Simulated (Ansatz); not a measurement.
The system is SiGe.

```xyz
4
Lattice="3.9045 0.0000 0.0000 -1.9522 3.3814 0.0000 0.0000 0.0000 6.4508" Properties=species:S:1:pos:R:3 pbc="T T T"
Ge    0.0000    2.2542    0.0025
Ge    1.9522    1.1271    3.2279
Si    0.0000    2.2542    2.4165
Si    1.9522    1.1271    5.6419
```

The cell comes from a database or a generator and needn't be the stable form of this composition.

Base run:

| Property | Result |
| --- | --- |
| Program | Ansatz 0.2.0 |
| Functional | PBEsol |
| Potentials or basis | Ansatz PAW |
| Cutoff | 420 eV |
| Density cutoff | 1680 eV |
| k mesh | 8 × 8 × 4 |
| Occupations | fermi-dirac, width 0.05 eV |
| Spin | no spin polarisation |

Its results: band gap on the k mesh 0.35 eV, indirect (least direct gap 0.40 eV); pressure -0.3 GPa; largest force 0.011 eV/Å.

Problem. The run is repeated on the same cell with these changes: functional from PBEsol to LDA. What comes out?

Solution. Band gap on the k mesh 0.35 eV, direct; pressure -2.1 GPa; largest force 0.003 eV/Å.

LDA binds more tightly than PBEsol, so the same cell stands under less pressure.

Caveats: the PAW data sets come from PBE, with cores solved anew for the run's functional, which leaves a small shift of forces and pressure.

Not every run made on this cell is shown here.
